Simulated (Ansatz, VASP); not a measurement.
# One calculation of NaF, two programs

File INCAR:

```
PREC = Accurate ; ENCUT = 520
EDIFF = 1E-6 ; ISMEAR = 0
SIGMA = 0.05 ; LREAL = F
LASPH = T ; NELM = 80
ALGO = Normal ; ISIF = 2
LWAVE = F ; LCHARG = T
GGA = RP ; IVDW = 13
LELF = T ; LVHAR = T
NBANDS = 14
```

KPOINTS

```
regular mesh
0
Gamma
  8 8 8
```

The input POSCAR:

```
NaF
1.0
    0.0000000000      2.3233012604      2.3233012604
    2.3233012604      0.0000000000      2.3233012604
    2.3233012604      2.3233012604      0.0000000000
Na F
1 1
Direct
    0.0000000000      0.0000000000      0.0000000000
    0.5000000000      0.5000000000      0.5000000000
```

Input for Ansatz:

```yaml
crystal:
  lattice:
    - [0.0, 2.3233012604, 2.3233012604]
    - [2.3233012604, 0.0, 2.3233012604]
    - [2.3233012604, 2.3233012604, 0.0]
  atoms:
    - { symbol: Na, position: [0.0, 0.0, 0.0] }
    - { symbol: F, position: [0.5, 0.5, 0.5] }
basis:
  ecutwfc: 420
  ecutrho_ratio: 4
kpoints:
  mp_grid: { grid: [8, 8, 8] }
hamiltonian:
  xc: rpbe
  dispersion: d4
scf:
  occupations: { method: gaussian, width: 0.05 }
output:
  forces: true
  stress: true
  eigenvalues: true
```

Alike in both runs: task single point; functional RPBE; dispersion D4; k mesh 8 × 8 × 8; occupations gaussian, width 0.05 eV; no spin polarisation.

```csv
,VASP,Ansatz
version,VASP 6.6.1,Ansatz 0.2.0
potentials or method,"VASP PAW PBE potentials, release 64 (Na_pv, F)","scalar-relativistic, plane waves, PAW"
plane-wave cutoff (eV),520,420
valence electrons in the cell,14,16
```

Ansatz gave:

| Quantity | Value |
| --- | --- |
| gap on the k mesh at the Fermi level (eV) | 6.59 |
| least direct gap on the mesh (eV) | 6.59 |
| pressure (GPa) | 3.7 |
| dispersion energy (meV/atom) | -103.9 |

Which values does VASP return?

gap on the k mesh at the Fermi level (eV): 6.58; least direct gap on the mesh (eV): 6.58; pressure (GPa): 3.6; dispersion energy (meV/atom): -103.9.

The two sets of potentials don't hold the same shells in valence.

Caveats: the PAW data sets were made with another functional, which shifts forces and pressure a little (VASP). As with any semilocal functional, this RPBE gap is likely too small.
